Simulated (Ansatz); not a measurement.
## 3-layer 2H-MoS2 (2H stacking) in a perpendicular field

Wanted: the out-of-plane response of the 3-layer 2H-MoS2 (2H stacking). A positive field points along +c.

Method: plane-wave DFT, LDA, Ansatz PAW (set soft_1); PAW set soft_1, in the first sound run; inputs show where later runs differ, in Ansatz 0.2.0.

Most raw output is cut from this account.

### Step 1. Starting point

The cell holds 9 atoms: 6 S and 3 Mo. Its edges and angles: a = 3.180 Å, b = 3.180 Å, c = 62.588 Å, α = 90.0°, β = 90.0°, γ = 120.0°. Regions: layer 1: 2H-MoS2, 3 atoms (2 S and 1 Mo); layer 2: 2H-MoS2, 3 atoms (2 S and 1 Mo); layer 3: 2H-MoS2, 3 atoms (2 S and 1 Mo). Vacuum lies along c.

### Step 2. Relaxing the slab

The starting cell is a guess, so the in-plane lattice and the atoms are relaxed first, with the slab cut off from its images along the normal.

input.yaml reads:

```yaml
crystal:
  lattice:
    - [3.18, 0.0, 0.0]
    - [-1.59, 2.753960784, 0.0]
    - [0.0, 0.0, 62.587793216]
  atoms:
    - { symbol: S, position: [0.3333333333, 0.6666666667, 0.3738748212] }
    - { symbol: Mo, position: [0.0, 0.0, 0.399938991] }
    - { symbol: S, position: [0.3333333333, 0.6666666667, 0.4260031608] }
    - { symbol: S, position: [0.0, 0.0, 0.4739358302] }
    - { symbol: Mo, position: [0.3333333333, 0.6666666667, 0.5] }
    - { symbol: S, position: [0.0, 0.0, 0.5260641698] }
    - { symbol: S, position: [0.3333333333, 0.6666666667, 0.5739968392] }
    - { symbol: Mo, position: [0.0, 0.0, 0.600061009] }
    - { symbol: S, position: [0.3333333333, 0.6666666667, 0.6261251788] }
  periodic: [true, true, false]
kpoints:
  mp_grid: { grid: [12, 12, 1] }
hamiltonian:
  xc: lda
  pseudopotentials: { kind: paw, azcp: { folder: soft_1 }, xc_functional: pbe }
scf:
  occupations: { method: fermi_dirac, width: 0.05 }
  convergence: { dr2_threshold: 1.0e-09 }
relax:
  f_tol: 0.004
  max_steps: 90
  cell: {}
output:
  write_potential: true
  write_density: true
  volumetric_format: npy
```

On the command line:

```console
$ ansatz run input.yaml --threads 4 --pin off --max-ram 6144MiB --backend cpu --events-out ev --progress --plain --runs-dir out
```

The job ended after 98 s (4 threads of Arm Neoverse V2, shared host; peak memory 1.1 GiB).

Step by step:

| step | energy less that of the first step (eV) | largest force component (eV/Å) | volume (Å³) |
| --- | --- | --- | --- |
| 1 | 0.0000 | 1.7138 | 548.12 |
| 2 | -0.4883 | 0.9505 | 529.44 |
| 3 | -0.6104 | 0.1827 | 523.88 |
| 4 | -0.6193 | 0.0191 | 528.79 |
| 5 | -0.6195 | 0.0213 | 527.96 |
| 6 | -0.6196 | 0.0004 | 528.15 |
| 7* | -0.6183 | 0.0005 | 528.15 |

Relaxation steps marked * repeat the geometry before them on a plane-wave basis chosen anew for their cell, so energy and pressure can jump there.

The run keeps the 12 symmetry operations that it works with, so distortions that break them were not tested.

| cell as run | before | after | change |
| --- | --- | --- | --- |
| a (Å) | 3.180 | 3.122 | -1.8 % |
| b (Å) | 3.180 | 3.122 | -1.8 % |

The atoms that moved most (Å, along periodic axes as changes of fractional coordinates times the final cell, across vacuum about the mean position):

| atom | dx | dy | dz | length |
| --- | --- | --- | --- | --- |
| S1 | 0.000 | 0.000 | 0.306 | 0.306 |
| S9 | 0.000 | 0.000 | -0.306 | 0.306 |
| Mo2 | 0.000 | 0.000 | 0.227 | 0.227 |
| Mo8 | 0.000 | 0.000 | -0.227 | 0.227 |
| S7 | 0.000 | 0.000 | -0.151 | 0.151 |
| S3 | 0.000 | 0.000 | 0.151 | 0.151 |
| S4 | 0.000 | 0.000 | 0.077 | 0.077 |
| S6 | 0.000 | 0.000 | -0.077 | 0.077 |

The lattice constant a goes from 3.180 to 3.122 Å.

### Step 3. Atoms held, field 0

A sawtooth potential applies the field, turning back in the middle of the vacuum. With the dipole correction the typed value is the field outside the slab. The induced dipole is small, so the SCF threshold is tight.

The cell differs from the one that the last finished run ended in (c 62.588 → 33.175 Å).

input.yaml reads:

```yaml
crystal:
  lattice:
    - [3.1215280837, 0.0, 0.0]
    - [-1.5607640418, 2.7033226191, 0.0]
    - [0.0, 0.0, 33.1750803711]
  atoms:
    - { symbol: S, position: [0.3333333333, 0.6666666667, 0.2712879637] }
    - { symbol: Mo, position: [0.0, 0.0, 0.3180669939] }
    - { symbol: S, position: [0.3333333333, 0.6666666667, 0.3649363507] }
    - { symbol: S, position: [0.0, 0.0, 0.4531441725] }
    - { symbol: Mo, position: [0.3333333333, 0.6666666667, 0.5] }
    - { symbol: S, position: [0.0, 0.0, 0.5468558275] }
    - { symbol: S, position: [0.3333333333, 0.6666666667, 0.6350636493] }
    - { symbol: Mo, position: [0.0, 0.0, 0.6819330061] }
    - { symbol: S, position: [0.3333333333, 0.6666666667, 0.7287120363] }
kpoints:
  mp_grid: { grid: [18, 18, 1] }
  band_path:
    path: [[0, 0, 0], [0.5, 0, 0], [0.33333333, 0.33333333, 0], [0, 0, 0]]
    npoints: 16
hamiltonian:
  xc: lda
  pseudopotentials: { kind: paw, azcp: { folder: soft_1 }, xc_functional: pbe }
scf:
  occupations: { method: fermi_dirac, width: 0.02585 }
  convergence: { dr2_threshold: 1.0e-10 }
efield:
  axis: 3
  dipole_correction: true
  ramp_position: 0.97
  ramp_width: 0.06
  amplitude: 0
output:
  dos: { projected: true, e_range: [-6, 5] }
  bader: true
  write_potential: true
  write_density: true
  volumetric_format: npy
  elf: true
```

It took 38 s on 4 threads; peak memory 0.89 GiB; 2.5 min of CPU time.

Numbers from this step:

```
gap on the k-mesh                  : 0.9615 eV
dipole along the normal            : 4.52e-6 e·Å
gap along the path                 : 0.9556 eV
smallest direct gap along the path : 1.794 eV
ionisation energy, upper face      : 5.503 eV
electron affinity, upper face      : 4.547 eV
gap, the smaller of path and mesh  : 0.9556 eV
```

Running mean over a fixed 2.5 Å (it still follows the layers) of the planar mean; the ramp of the sawtooth is left out. Electron's electrostatic potential energy less the Fermi level against z:

| z (Å) | electron's electrostatic potential energy less the Fermi level (eV) |
| --- | --- |
| 4 | 5.05 |
| 5 | 5.05 |
| 6 | 5.02 |
| 7 | 4.38 |
| 8 | -0.523 |
| 9 | -6.52 |
| 10 | -12.6 |
| 11 | -12.6 |
| 12 | -7.44 |
| 13 | -1.70 |
| 14 | -1.21 |
| 15 | -6.27 |
| 16 | -12.6 |
| 17 | -12.5 |
| 18 | -7.75 |
| 19 | -1.84 |
| 20 | -1.12 |
| 21 | -5.99 |
| 22 | -12.5 |
| 23 | -12.5 |
| 24 | -8.04 |
| 25 | -1.53 |
| 26 | 3.90 |
| 27 | 5.00 |
| 28 | 5.05 |
| 29 | 5.05 |

The density of states has structure finer than the step of the table below, so its rows give means over 0.2 eV, whole bins alone (the curve runs from -6 to 1.66 eV). Peaks (eV: height): -4.35: 25.4, -4.24: 18.9, -3.19: 16.3, -3.05: 15.7, -1.92: 16.6, 1.33: 15.8, 1.42: 16.2.

Table of density of states by energy, zero at the Fermi level of the run, which the smearing sets inside the gap; means over each step:

energy (eV), density of states (states/eV a cell) and a bar:
```
     -5.8        2.4 #####
     -5.6        2.9 ######
     -5.4        4.5 ##########
     -5.2        8.1 ##################
     -5.0        9.4 #####################
     -4.8        8.7 ###################
     -4.6        7.0 ################
     -4.4       10.9 ########################
     -4.2       10.0 ######################
     -4.0        6.6 ###############
     -3.8        4.4 ##########
     -3.6        4.9 ###########
     -3.4        4.8 ###########
     -3.2        9.0 ####################
     -3.0       11.4 #########################
     -2.8        8.4 ###################
     -2.6        6.8 ###############
     -2.4        7.4 ################
     -2.2        6.0 #############
     -2.0        8.3 ###################
     -1.8       10.0 ######################
     -1.6        7.1 ################
     -1.4        3.9 #########
     -1.2        1.8 ####
     -1.0        0.7 ##
     -0.8        0.5 #
     -0.6        0.3 #
     -0.4        0.0 
     -0.2        0.0 
      0.0        0.0 
      0.2        0.0 
      0.4        0.0 
      0.6        1.4 ###
      0.8        3.8 #########
      1.0        6.4 ##############
      1.2        9.9 ######################
      1.4       13.5 ##############################
```

Projected DOS per atom over height of the atomic layer and energy from the Fermi level. Layers: S Mo S S Mo S S Mo S from below.

Ten even steps from '0' (0.00 states/eV) to '9' (2.75 states/eV), each cell a mean:
```
392292293
161161161
020030020
000000000
000000000
000000000
000000000
000000000
020020020
251151152
242242242
313313313
323323323
444444444
121121121
121121121
232333232
343343343
332333233
333333333
111111111
101101101
```
Columns: height of the atomic layer (Å) from 9 to 24.2 (not evenly spaced); rows upwards: energy from the Fermi level (eV) from -5.96 to 1.6.

The electronic bands at the labelled points (eV, zero at the Fermi level of the run, which the smearing sets inside the gap):

| point | band 36 | band 37 | band 38 | band 39 | band 40 | band 41 | band 42 | band 43 |
| --- | --- | --- | --- | --- | --- | --- | --- | --- |
| Γ | -2.16 | -1.51 | -0.81 | -0.45 | 1.79 | 1.79 | 1.81 | 1.81 |
| halfway | -2.16 | -1.96 | -1.86 | -1.85 | 0.87 | 1.14 | 1.29 | 1.39 |
| M | -1.89 | -1.84 | -1.77 | -1.75 | 1.32 | 1.34 | 1.36 | 1.72 |
| halfway | -2.83 | -1.52 | -1.43 | -1.35 | 1.16 | 1.22 | 1.26 | 1.98 |
| K | -3.18 | -1.22 | -1.14 | -1.06 | 0.73 | 0.74 | 0.74 | 1.43 |
| halfway | -2.03 | -1.95 | -1.93 | -1.93 | 0.51 | 0.81 | 1.15 | 1.42 |
| Γ | -2.16 | -1.51 | -0.81 | -0.45 | 1.79 | 1.79 | 1.81 | 1.81 |

ELF in the ca plane at fractional y = 0.667, with atoms of S and Mo within 0.2 Å of it. It is the smooth field of the valence electrons, not physical close to the nuclei.

Values, 5 rows by 16 columns, each cell a mean:
```
0.00 0.00 0.00 0.00 0.00 0.01 0.10 0.27 0.23 0.26 0.26 0.10 0.43 0.75 0.45 0.36
0.00 0.00 0.00 0.00 0.00 0.09 0.45 0.63 0.32 0.29 0.62 0.38 0.29 0.66 0.35 0.31
0.00 0.00 0.00 0.00 0.02 0.40 0.88 0.53 0.52 0.45 0.52 0.80 0.09 0.26 0.49 0.57
0.00 0.00 0.00 0.00 0.03 0.47 0.91 0.32 0.53 0.47 0.31 0.85 0.09 0.19 0.54 0.59
0.00 0.00 0.00 0.00 0.01 0.19 0.68 0.76 0.41 0.35 0.75 0.58 0.20 0.54 0.36 0.38
```
Columns run along c (16.0 Å, from fractional 0.05 to 0.54 of the cell), rows up along a (3.1 Å). Atoms in or near the plane, at fractional coordinates: S at (0.27, 0.33), S at (0.36, 0.33), Mo at (0.50, 0.33).

Electrostatic potential energy in the ca plane at fractional y = 0.667, with atoms of S and Mo within 0.2 Å of it. With pseudopotentials it is smooth inside the atoms' cores, unlike the true potential.

Values in eV, 5 rows by 16 columns, each cell a mean:
```
  9   9   9   9   9   9   8   5  -7  -9   5   8   6  -3   2   2
  9   9   9   9   9   9   7  -1  -3  -4  -2   6   7   1  -4  -6
  9   9   9   9   9   9  -1 -34  -5  -2 -33  -6   8   5 -28 -35
  9   9   9   9   9   9  -4 -37  -8  -3 -36 -10   8   5 -32 -39
  9   9   9   9   9   9   5 -12  -2  -2 -12   3   8   3 -12 -17
```
Columns run along c (16.0 Å, from fractional 0.05 to 0.54 of the cell; values clipped at the 3rd and 97th percentile), rows up along a (3.1 Å). Atoms in or near the plane, at fractional coordinates: S at (0.27, 0.33), S at (0.36, 0.33), Mo at (0.50, 0.33).

Valence density in the ca plane at fractional y = 0.667, with atoms of S and Mo within 0.2 Å of it. It is the smooth field of the valence electrons, not physical close to the nuclei.

Ten steps, logarithmic in the rise over the least value, from '0' (0.0 e/Å³) to '9' (6.9 e/Å³), each cell a mean:
```
00000000000000000012333455433221112344443334
00000000000000000012233455433221112344443334
00000000000000000123444444444432111334444544
00000000000000001245565433456554211223457875
00000000000000001356455433465565311122479997
00000000000000001356455433465465311122479997
00000000000000001245665433456654211223468886
00000000000000000134444444444442111234445554
```
Columns run along c (16.0 Å, from fractional 0.05 to 0.54 of the cell), rows up along a (3.1 Å). Atoms in or near the plane, at fractional coordinates: S at (0.27, 0.33), S at (0.36, 0.33), Mo at (0.50, 0.33).

The gap is 0.96 eV, with the valence edge 5.50 eV and the conduction edge 4.55 eV under the upper vacuum level.

### Step 4. Single point, field 0.1 V/Å

Changes to input.yaml since step 3:

```diff
@@ -29,8 +29,6 @@
   dipole_correction: true
-  ramp_position: 0.97
-  ramp_width: 0.06
-  amplitude: 0
+  ramp_position: 0.9623
+  ramp_width: 0.0754
+  amplitude: 0.1
 output:
-  dos: { projected: true, e_range: [-6, 5] }
-  bader: true
   write_potential: true
@@ -38,2 +36 @@
   volumetric_format: npy
-  elf: true
```

Run time: 26 s. Hardware: 4 threads; peak memory 0.83 GiB; 1.7 min of CPU time.

The dipole is 0.0726 e·Å, and the gap 0.940 eV.

### Step 5. Single point, field -0.1 V/Å

Changes to input.yaml since step 4:

```diff
@@ -31,3 +31,3 @@
   ramp_width: 0.0754
-  amplitude: 0.1
+  amplitude: -0.1
 output:
```

The job ended after 26 s (4 threads; peak memory 0.84 GiB; 100 s of CPU time).

The dipole is -0.0726 e·Å, and the gap 0.940 eV.

### Step 6. Atoms held, field 0.2 V/Å

Changes to input.yaml since step 5:

```diff
@@ -31,3 +31,3 @@
   ramp_width: 0.0754
-  amplitude: -0.1
+  amplitude: 0.2
 output:
```

It took 27 s on 4 threads; peak memory 0.83 GiB; 1.7 min of CPU time.

The dipole is 0.145 e·Å, and the gap 0.895 eV.

### Step 7. Atoms held, field -0.2 V/Å

Changes to input.yaml since step 6:

```diff
@@ -31,3 +31,3 @@
   ramp_width: 0.0754
-  amplitude: 0.2
+  amplitude: -0.2
 output:
```

Run time: 26 s. Hardware: 4 threads; peak memory 0.83 GiB; 1.7 min of CPU time.

The dipole is -0.145 e·Å, and the gap 0.895 eV.

### Step 8. Atoms held, field 0.35 V/Å

Changes to input.yaml since step 7:

```diff
@@ -29,6 +29,8 @@
   dipole_correction: true
-  ramp_position: 0.9623
-  ramp_width: 0.0754
-  amplitude: -0.2
+  ramp_position: 0.9447
+  ramp_width: 0.1107
+  amplitude: 0.35
 output:
+  dos: { projected: true, e_range: [-6, 5] }
+  bader: true
   write_potential: true
@@ -36 +38,2 @@
   volumetric_format: npy
+  elf: true
```

Wall time 39 s (4 threads); peak memory 0.87 GiB; 2.5 min of CPU time.

The dipole is 0.254 e·Å, and the gap 0.783 eV.

### Step 9. Response, atoms held

This step: plane-wave DFT, LDA, Ansatz PAW (set soft_1); response to a field along the normal, atoms held; PAW set soft_1 (Ansatz 0.2.0).

The dipoles give the slope, and the difference of two potentials shows where the field is screened.

Numbers from this step:

```yaml
equivalent_conductor_thickness_p_eps_0ae: 15.56 Å
distance_between_the_outer_atoms: 15.18 Å
```

Dipole of the cell against applied field:

| applied field (V/Å) | dipole of the cell (e·Å) |
| --- | --- |
| -0.200 | -0.145 |
| -0.100 | -0.0726 |
| 0.000 | 4.5e-6 |
| 0.100 | 0.0726 |
| 0.200 | 0.145 |
| 0.350 | 0.254 |

Local field over the applied field, running mean. From the potentials at -0.1 and 0.1 V/Å; running mean over 2.5 Å. The local field over applied field by z:

| z (Å) | local field over applied field |
| --- | --- |
| 4.5 | 0.999 |
| 5.0 | 0.997 |
| 5.5 | 0.990 |
| 6.0 | 0.970 |
| 6.5 | 0.920 |
| 7.0 | 0.815 |
| 7.5 | 0.660 |
| 8.0 | 0.486 |
| 8.5 | 0.312 |
| 9.0 | 0.170 |
| 9.5 | 0.0859 |
| 10.0 | 0.0506 |
| 10.5 | 0.0361 |
| 11.0 | 0.0437 |
| 11.5 | 0.0646 |
| 12.0 | 0.111 |
| 12.5 | 0.181 |
| 13.0 | 0.241 |
| 13.5 | 0.263 |
| 14.0 | 0.251 |
| 14.5 | 0.200 |
| 15.0 | 0.129 |
| 15.5 | 0.0731 |
| 16.0 | 0.0458 |
| 16.5 | 0.0334 |
| 17.0 | 0.0400 |
| 17.5 | 0.0610 |
| 18.0 | 0.106 |
| 18.5 | 0.175 |
| 19.0 | 0.238 |
| 19.5 | 0.262 |
| 20.0 | 0.253 |
| 20.5 | 0.205 |
| 21.0 | 0.134 |
| 21.5 | 0.0770 |
| 22.0 | 0.0496 |
| 22.5 | 0.0364 |
| 23.0 | 0.0434 |
| 23.5 | 0.0697 |
| 24.0 | 0.133 |
| 24.5 | 0.256 |
| 25.0 | 0.424 |
| 25.5 | 0.601 |
| 26.0 | 0.765 |
| 26.5 | 0.890 |
| 27.0 | 0.957 |
| 27.5 | 0.985 |
| 28.0 | 0.995 |
| 28.5 | 0.998 |

The induced electron density oscillates, so the rows of the table below give means over windows of 3.1 Å about each position, cut where the curve ends. Its maxima inside the range that stand out by 2 % of the span (Å: e/Å³ per V/Å): 8.0: 0.00356, 9.1: 0.00107, 11.2: 3.0e-4, 14.2: 0.00194, 17.3: 2.8e-4, 20.2: 0.00194, 23.3: 4.3e-4, 24.3: -8.7e-4. Its minima: 8.8: 8.7e-4, 9.9: -4.3e-4, 13.0: -0.00194, 15.9: -2.8e-4, 19.0: -0.00194, 22.0: -3.0e-4, 24.0: -0.00107, 25.2: -0.00356.

Electrons, planar mean, per unit field. The induced electron density by z; means over each step:

z (Å), induced electron density (e/Å³ per V/Å) and a bar from the least value:
```
     5.68    0.00026 #################
     8.78    0.00142 ##############################
    11.88   -0.00060 ########
    14.98    0.00061 #####################
    18.08   -0.00063 ########
    21.18    0.00061 #####################
    24.28   -0.00135 
    27.38   -0.00034 ###########
```

The smaller of the gaps on the path and on the k-mesh, counted as 0 under 0.03 eV. Table of gap by applied field:

| applied field (V/Å) | gap (eV) |
| --- | --- |
| -0.200 | 0.894 |
| -0.100 | 0.940 |
| 0.000 | 0.956 |
| 0.100 | 0.940 |
| 0.200 | 0.894 |
| 0.350 | 0.783 |

By hand: between -0.1 and 0.1 V/Å the dipole changes by 0.1451 e·Å, a slope of 0.7256 e·Å²/V. A perfect conductor of thickness t has p = ε₀AEt, so t = 180.95 × 0.7256 / 8.438 = 15.56 Å (e/ε₀ = 180.95 V·Å, A in Å²).

The induced dipole is that of a conductor 15.56 Å thick.

### Step 10. Relaxing in the field, field 0.1 V/Å

This step: plane-wave DFT, LDA, Ansatz PAW (set soft_1); PAW set soft_1 (Ansatz 0.2.0).

Now the atoms may follow the field. A weak field makes forces of meV/Å to tens of meV/Å, so the force tolerance is set well below the usual one.

Changes to input.yaml since step 8:

```diff
@@ -16,6 +16,3 @@
 kpoints:
-  mp_grid: { grid: [18, 18, 1] }
-  band_path:
-    path: [[0, 0, 0], [0.5, 0, 0], [0.33333333, 0.33333333, 0], [0, 0, 0]]
-    npoints: 16
+  mp_grid: { grid: [12, 12, 1] }
 hamiltonian:
@@ -29,8 +26,9 @@
   dipole_correction: true
-  ramp_position: 0.9447
-  ramp_width: 0.1107
-  amplitude: 0.35
+  ramp_position: 0.9623
+  ramp_width: 0.0754
+  amplitude: 0.1
+relax:
+  f_tol: 0.001
+  max_steps: 60
 output:
-  dos: { projected: true, e_range: [-6, 5] }
-  bader: true
   write_potential: true
@@ -38,2 +36 @@
   volumetric_format: npy
-  elf: true
```

Wall time 18 s (4 threads); peak memory 0.63 GiB.

Hardly anything moved in the relaxation; the energy changed by under 0.2 meV an atom.

This step gave:

```yaml
dipole_along_the_normal: 0.07266 e·Å
```

The relaxation took 3 steps and lowered the energy by 5.1e-6 eV; the largest force on the free atoms ends at 1.8e-4 eV/Å.

The dipole is 0.0727 e·Å, and the gap on the mesh 0.946 eV.

### Step 11. Field on, atoms free, field -0.1 V/Å

The opposite sign, again from the field-free geometry; the difference of the two cancels what relaxes without a field.

Changes to input.yaml since step 10:

```diff
@@ -28,3 +28,3 @@
   ramp_width: 0.0754
-  amplitude: 0.1
+  amplitude: -0.1
 relax:
```

It took 18 s on 4 threads; peak memory 0.64 GiB.

No atom moved by 0.005 Å in the relaxation.

This step gave:

- dipole along the normal: -0.07266 e·Å

The relaxation took 3 steps and lowered the energy by 5.1e-6 eV; the largest force on the free atoms ends at 1.8e-4 eV/Å.

The dipole is -0.0727 e·Å, and the gap on the mesh 0.946 eV.

(Continued in part 2 of 2.)

[Logs are printed without paths, hosts, clocks, repeated set-up lines and the standing remarks that a program may print on its own settings, such as how far it seeks lower states.]

[Hosts, paths, dates, database ids (printed as entryN), source tags and the programs' standing remarks are cut or masked in the printed files.]

[Maps of the electrostatic potential energy from Ansatz leave out the sawtooth potential of an applied field or a dipole correction, so their vacuum need not be flat; planar profiles and work functions include it.]

[The density of states shown here was stored with 400 of the rows of the run's finer table, so its peaks can read low, often by over a quarter, or be missed, and its means over a window can be off by a tenth or more.]
